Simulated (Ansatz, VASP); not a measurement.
**InP (rvv): VASP beside Ansatz**

```
In P
1.0
     0.00000    2.93050    2.93050
     2.93050    0.00000    2.93050
     2.93050    2.93050    0.00000
In P
1 1
Direct
  0.00000 0.00000 0.00000
  0.25000 0.25000 0.25000
```

Alike in both runs: task single point; functional r2SCAN; dispersion rVV10; k mesh 6 × 6 × 6; occupations gaussian, width 0.1 eV; no spin polarisation.

|  | VASP | Ansatz |
| --- | --- | --- |
| version | VASP 6.6.1 | Ansatz 0.2.0 |
| potentials or method | VASP PAW PBE potentials, release 64 (In_d, P) | scalar-relativistic, plane waves, PAW |
| plane-wave cutoff (eV) | 520 | 500 |
| valence electrons in the cell | 18 | 18 |

Ansatz gave:

```
gap on the k mesh at the Fermi level (eV) : 1.13
least direct gap on the mesh (eV)         : 1.13
pressure (GPa)                            : 0.9
```

Question: Estimate VASP's values.

Answer: gap on the k mesh at the Fermi level (eV): 1.14; least direct gap on the mesh (eV): 1.14; pressure (GPa): 0.9.

Caveats: the PAW data sets were made with another functional, which shifts forces and pressure a little (VASP); spin-orbit coupling is left out, which moves the levels of the heavy elements. r2SCAN opens gaps a little over a GGA but as a rule still falls short of measured ones.
